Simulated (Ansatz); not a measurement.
Elements on the sites of an ideal fcc lattice, at a guessed lattice constant:

```xyz
20
Lattice="-5.8723 3.9149 1.9574 5.8723 3.9149 -1.9574 -1.9574 -3.9149 -5.8723" Properties=species:S:1:pos:R:3 pbc="T T T"
Cu    0.0000   -1.9574   -5.8723
Cu    0.0000    0.0000   -3.9149
Cu    1.9574    1.9574   -3.9149
Cu   -3.9149    0.0000   -3.9149
Cu   -1.9574    1.9574   -3.9149
Cu    1.9574    3.9149   -1.9574
Cu    0.0000    0.0000    0.0000
Cu   -3.9149    1.9574   -1.9574
Cu   -1.9574    3.9149   -1.9574
Cu   -3.9149    3.9149    0.0000
Au    1.9574    0.0000   -5.8723
Au    0.0000    1.9574   -5.8723
Au   -1.9574   -1.9574   -3.9149
Au    0.0000    3.9149   -3.9149
Au   -1.9574    0.0000   -1.9574
Au    0.0000    1.9574   -1.9574
Au    0.0000    5.8723   -1.9574
Au   -1.9574    1.9574    0.0000
Au    0.0000    3.9149    0.0000
Au   -1.9574    5.8723    0.0000
```

Cell and atoms were relaxed without symmetry on coarser meshes and computed once more. Theory: Ansatz 0.2.0, DFT r2SCAN, scalar-relativistic, plane waves, PAW.

Plane waves to 500 eV, a k mesh through Γ of 3×4×4 on the computed 20-atom cell and Gaussian smearing (0.10 eV); no spin polarisation.

The relaxation ran on 2×2×2 (shifted) k points with a smearing of 0.1 eV, from sites shaken by 0.02 Å.

What does the relaxation give?

A volume of 14.68 Å³/atom and no gap on the mesh. The atoms leave their sites by 0.13 Å (root mean square) and 0.27 Å at most, and the cell stretches by up to 6.1 % at fixed volume.

```
CELL_PARAMETERS angstrom
-5.48118 3.86782 2.04926
5.50637 3.89720 -2.03246
-1.86736 -3.90141 -6.20150
ATOMIC_POSITIONS crystal
Cu 0.03416 0.33196 0.90077
Cu 0.19868 0.39381 0.59117
Cu 0.22260 0.72399 0.49800
Cu 0.61679 0.22258 0.81786
Cu 0.64564 0.54858 0.69437
Cu 0.39690 0.79418 0.19133
Cu 0.00392 0.00062 0.00181
Cu 0.76933 0.26964 0.49882
Cu 0.79494 0.59946 0.40061
Cu 0.89919 0.30418 0.20503
Au 0.08269 0.66944 0.78988
Au 0.55881 0.85858 0.88692
Au 0.14652 0.04361 0.70326
Au 0.67964 0.91677 0.58848
Au 0.33438 0.09907 0.42746
Au 0.33431 0.45145 0.30212
Au 0.85257 0.96336 0.29896
Au 0.46167 0.15424 0.11623
Au 0.48362 0.49804 0.98816
Au 0.95775 0.64181 0.10593
```

The final mesh leaves forces up to 0.09 eV/Å and stresses up to 2.3 GPa: the relaxation ran on a coarser mesh, so the cell's shape, its bonds and its energy belong partly to that mesh.

The k mesh is coarse. Spin-orbit coupling is left out, which matters for the bands of heavy elements.

Cost: 2 runs of about 46 core-minutes in all (earlier runs that led there not counted), on Arm Neoverse V2 (shared hosts).